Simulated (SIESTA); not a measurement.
The system is CuO (Tenorite).

```
Cu O
1.0
     2.34185   -1.71130    0.00000
     2.34185    1.71130    0.00000
    -0.85003    0.00000    5.05787
Cu O
2 2
Direct
  0.50000 0.00000 0.50000
  0.00000 0.50000 0.00000
  0.41840 0.58160 0.75000
  0.58160 0.41840 0.25000
```

Program: SIESTA 5.4.2. Alike in all runs: task band structure; no spin polarisation; cell as given; k mesh 10 × 10 × 5; smearing fermi-dirac 0.05 eV; grid cutoff 800 Ry; energy shift 0.003 Ry.

Q: Order these runs on this cell by their pressure, lowest first.
A. level vdW-DF-cx; potentials or basis PseudoDojo 0.4 standard (PBE files), DZP (energy shift 0.003 Ry; two zetas on semicore shells)
B. level BLYP; potentials or basis PseudoDojo 0.4 standard (PBE files), DZP (energy shift 0.003 Ry; two zetas on semicore shells)
C. level AM05; potentials or basis PseudoDojo 0.4 standard (PBEsol files), DZP (energy shift 0.003 Ry; two zetas on semicore shells)

A: C (-1.3 GPa), A (0.9 GPa), B (13.6 GPa).

Caveats: short orbitals over semicore shells can move pressures by several GPa; the potentials were made for another functional, which shifts forces and pressure; the basis of atomic orbitals isn't converged, which shifts pressures, moduli and gaps; the run has no spin polarisation, though such a crystal can be magnetic.

Runs at the PBE level aren't shown here.
